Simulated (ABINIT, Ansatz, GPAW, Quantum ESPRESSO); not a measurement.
## V: programs and potentials compared

```
CELL_PARAMETERS angstrom
-1.51435 1.51435 1.51435
1.51435 -1.51435 1.51435
1.51435 1.51435 -1.51435
ATOMIC_POSITIONS crystal
V 0.00000 0.00000 0.00000
```

Alike in all runs: task band structure; functional PBE; k mesh 12 × 12 × 12; occupations fermi-dirac, width 0.05 eV; collinear spin, ferromagnetic start; no spin-orbit coupling. Pressure is positive in compression and, in plane waves, holds the error of the finite cutoff, which Ansatz's Pulay term estimates and takes out.

| program and potentials | plane-wave cutoff (eV) | notes | pressure (GPa) | net moment per atom (μB) |
| --- | --- | --- | --- | --- |
| Ansatz, Ansatz PAW | 420 | Pulay term of +0.08 GPa included | -5.36 | 0.00 |
| GPAW, GPAW PAW data sets (gpaw-data 1.2.1) | 600 | - | -4.30 | 0.00 |
| ABINIT, JTH PAW PBE v2.0 | 408 | - | -4.87 | 0.00 |
| Quantum ESPRESSO, PseudoDojo 0.4.1 SR PBE standard | 1143 | - | -5.23 | 0.00 |
| Ansatz, PseudoDojo stringent (PBE files) | 1143 | Pulay term of +0.02 GPa included | -5.32 | 0.00 |

The pressure spans -5.36 (Ansatz, Ansatz PAW) to -4.30 GPa (GPAW, GPAW PAW data sets (gpaw-data 1.2.1)). All agree on the net moment per atom. The state is the one that the start led to, which needn't be the lowest.

The functional is the same throughout but for its coding, so the spread measures potentials, basis and numerics; runs on potential files found faulty are left out.
